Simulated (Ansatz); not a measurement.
ZrN:

```xyz
2
Lattice="0.0000 2.3000 2.3000 2.3000 0.0000 2.3000 2.3000 2.3000 0.0000" Properties=species:S:1:pos:R:3 pbc="T T T"
Zr    2.3000    2.3000    2.3000
N     0.0000    0.0000    0.0000
```

Base run:

```yaml
Program: Ansatz 0.2.0
Functional: revPBE
Potentials_or_basis: Ansatz PAW
Cutoff: "420 eV (not typed: the program's choice for these potentials)"
k_mesh: 10 × 10 × 10
Occupations: fermi-dirac, width 0.05 eV
Spin: no spin polarisation
```

Its results: band gap on the k mesh none (metal or under the smearing width); pressure 1.9 GPa.

Problem. After a change of settings the same cell gave: band gap on the k mesh none (metal or under the smearing width); pressure -2.3 GPa. Which change was it?
A. functional from revPBE to BLYP
B. functional from revPBE to RPBE
C. functional from revPBE to r2SCAN; cutoff from 420 eV (not typed: the program's choice for these potentials) to 500 eV (not typed: the program's choice for these potentials)
D. functional from revPBE to PBEsol

Solution. C.

Caveats: the PAW data sets come from PBE, with cores solved anew for the run's functional, which leaves a small shift of forces and pressure.
